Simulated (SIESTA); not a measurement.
The system is Ta2N.

```xyz
9
Lattice="5.2966 0.0000 0.0000 -2.6483 4.5870 0.0000 0.0000 0.0000 4.9392" Properties=species:S:1:pos:R:3 pbc="T T T"
Ta    3.5294    0.0000    1.2169
Ta   -1.7647    3.0566    1.2169
Ta    0.8836    1.5304    1.2169
Ta    1.7671    0.0000    3.7223
Ta   -0.8836    1.5304    3.7223
Ta    1.7647    3.0566    3.7223
N     0.0000    0.0000    0.0000
N     0.0000    3.0580    2.4696
N     2.6483    1.5290    2.4696
```

The cell comes from a database or a generator and needn't be the stable form of this composition.

* Program: SIESTA 5.4.2
* Task: single point
* Functional: PBEsol
* Potentials or basis: PseudoDojo 0.4 standard (PBEsol files)
* Basis: DZP (energy shift 0.003 Ry; two zetas on semicore shells)
* Grid cutoff: 800 Ry
* Energy shift: 0.003 Ry
* k mesh: 6 × 6 × 6
* Occupations: fermi-dirac, width 0.05 eV
* Spin: no spin polarisation

On this cell: pressure -2.0 GPa; largest force 0.030 eV/Å; band gap on the k mesh none (metal or under the smearing width).

The same run follows on a disturbed copy (atoms moved at random, drawn with an rms of 0.05 Å):

```
CELL_PARAMETERS angstrom
5.29657 0.00000 0.00000
-2.64829 4.58697 0.00000
0.00000 0.00000 4.93918
ATOMIC_POSITIONS crystal
Ta 0.67756 0.00197 0.24049
Ta 0.01008 0.66980 0.23963
Ta 0.33796 0.33545 0.24846
Ta 0.32854 0.99030 0.74855
Ta 0.00964 0.33165 0.75822
Ta 0.66841 0.66818 0.75344
N 0.98658 0.98296 0.00280
N 0.32402 0.65777 0.50333
N 0.66126 0.33498 0.50084
```

Task: What changes?

Result: The energy (extrapolated to zero smearing) moves by +29.8 meV/atom; pressure -1.0 GPa; largest force 1.955 eV/Å; band gap on the k mesh none (metal or under the smearing width).

Forces in eV/Å, atoms in the order of the input:
```
Ta  -1.352 -0.114  1.408
Ta  -0.294 -0.894  0.793
Ta  -0.025 -0.275 -0.518
Ta   0.103  0.787  0.388
Ta  -1.150 -0.347 -0.440
Ta  -0.119 -0.801 -0.583
N    1.129  1.446 -0.484
N    0.720  0.511 -0.542
N    0.988 -0.313 -0.022
```

Stress tensor (GPa, compression positive):
```
-1.28 -0.19  0.18
-0.19 -0.85  0.14
 0.18  0.14 -0.78
```

Caveats: short orbitals over semicore shells can move pressures by several GPa; the basis of atomic orbitals isn't converged, which shifts pressures, moduli and gaps.
